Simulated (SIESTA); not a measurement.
A run of SIESTA 5.4.2:

The input C.fdf:

```
SystemName                      Diamond
SystemLabel                     C
NumberOfSpecies                 1
NumberOfAtoms                   2
%block ChemicalSpeciesLabel
  1   6 C
%endblock ChemicalSpeciesLabel

LatticeConstant                 1.0 Ang
%block LatticeVectors
     0.0000000000     1.7833700000     1.7833700000
     1.7833700000     0.0000000000     1.7833700000
     1.7833700000     1.7833700000     0.0000000000
%endblock LatticeVectors
AtomicCoordinatesFormat         Fractional
%block AtomicCoordinatesAndAtomicSpecies
     0.7500000000     0.7500000000     0.7500000000  1  C
     0.5000000000     0.5000000000     0.5000000000  1  C
%endblock AtomicCoordinatesAndAtomicSpecies

%block kgrid.MonkhorstPack
   10   0   0  0.0
    0  10   0  0.0
    0   0  10  0.0
%endblock kgrid.MonkhorstPack
XC.Functional                   GGA
XC.Authors                      PBE
PAO.BasisSize                   DZP
PAO.EnergyShift                 0.002 Ry
Mesh.Cutoff                     500 Ry
OccupationFunction              FD
ElectronicTemperature           0.05 eV
MaxSCFIterations                120
SCF.MustConverge                false
SCF.Mixer.Method                Pulay
SCF.Mixer.Weight                0.25
SCF.Mixer.History               8
SCF.DM.Tolerance                5.0e-05
SCF.H.Tolerance                 1.0e-03 eV
WriteForces                     true
Charge.Mulliken                 end
OpticalCalculation              true
Optical.Energy.Minimum          0.0 eV
Optical.Energy.Maximum          30 eV
Optical.Broaden                 0.3 eV
%block Optical.Mesh
  10 10 10
%endblock Optical.Mesh
Optical.OffsetMesh              true
Optical.PolarizationType        polarized
%block Optical.Vector
  1.0 0.0 0.0
%endblock Optical.Vector
```

Potentials or basis: PseudoDojo 0.4 standard (PBE files), DZP (energy shift 0.002 Ry).

The run is started by

```bash
$ siesta < C.fdf > C.out 2>&1
```

Hardware: 1 thread of Arm Neoverse V1 (shared host).

**Question.** How long does it take, and how much memory?

**Answer.** It took 48 s on 1 thread of Arm Neoverse V1 (shared host), peak memory 0.3 GiB. Counts: scf iterations 7, k points 560, bands 26.
